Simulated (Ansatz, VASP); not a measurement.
BaS: VASP beside Ansatz

The input INCAR:

```
ALGO = Fast
EDIFF = 1E-6
EDIFFG = -0.005
ENCUT = 600
GGA = PE
IBRION = 2
ISIF = 3
ISMEAR = -1
LASPH = True
LCHARG = False
LREAL = False
LWAVE = False
NELM = 80
NSW = 60
PREC = Accurate
SIGMA = 0.05
```

Contents of KPOINTS:

```
k-points
0
Gamma
  7 7 7
```

File POSCAR:

```
BaS
1.0
    0.0000000000      3.1937500000      3.1937500000
    3.1937500000      0.0000000000      3.1937500000
    3.1937500000      3.1937500000      0.0000000000
Ba S
1 1
Direct
    0.0000000000      0.0000000000      0.0000000000
    0.5000000000      0.5000000000      0.5000000000
```

File input.yaml:

```yaml
crystal:
  lattice:
    - [0.0, 3.19375, 3.19375]
    - [3.19375, 0.0, 3.19375]
    - [3.19375, 3.19375, 0.0]
  atoms:
    - { symbol: Ba, position: [0.0, 0.0, 0.0] }
    - { symbol: S, position: [0.5, 0.5, 0.5] }
hamiltonian:
  xc: pbe
  pseudopotentials: { kind: paw }
kpoints:
  mp_grid: { grid: [7, 7, 7] }
scf:
  occupations: { method: fermi_dirac, width: 0.05 }
output:
  forces: true
  stress: true
  write_density: true
  write_potential: true
  elf: true
  volumetric_format: npy
relax:
  f_tol: 0.01
  max_steps: 40
  cell: { stress_tol: 0.05 }
```

Alike in both runs: task relaxation of cell and atoms; functional PBE; k mesh 7 × 7 × 7; occupations fermi-dirac, width 0.05 eV; no spin polarisation.

```csv
,VASP,Ansatz
version,VASP 6.6.1,Ansatz 0.2.0
potentials or method,"VASP PAW PBE potentials, release 64 (Ba_sv, S)",Ansatz PAW
plane-wave cutoff (eV),600,420
valence electrons in the cell,16,16
```

|  | VASP | Ansatz | Ansatz less VASP |
| --- | --- | --- | --- |
| gap on the k mesh at the Fermi level, each at its own relaxed structure (eV) | 2.22 | 2.29 | +0.074 |
| relaxed volume (Å³/atom) | 33.65 | 33.21 | -0.434 |
| relaxed cell length with the largest relative difference (Å) | 4.566 | 4.546 | -0.0197 |
| energy change over the relaxation (meV/atom) | -5 | -2 | +3.1 |

Caveats: spin-orbit coupling is left out, which moves the levels of the heavy elements; an odd mesh through Γ misses points on the zone boundary, where band edges often lie (VASP); odd divisions of the mesh miss points on the zone boundary, where band edges often lie, so the gap on the mesh can be too wide (Ansatz); the plane-wave basis is chosen anew once the cell has moved, so the energies of steps on either side of that aren't comparable (Ansatz). Zero-point motion and thermal expansion aren't in these numbers. Expect the measured gap to be larger: semilocal functionals such as PBE lack the derivative discontinuity.
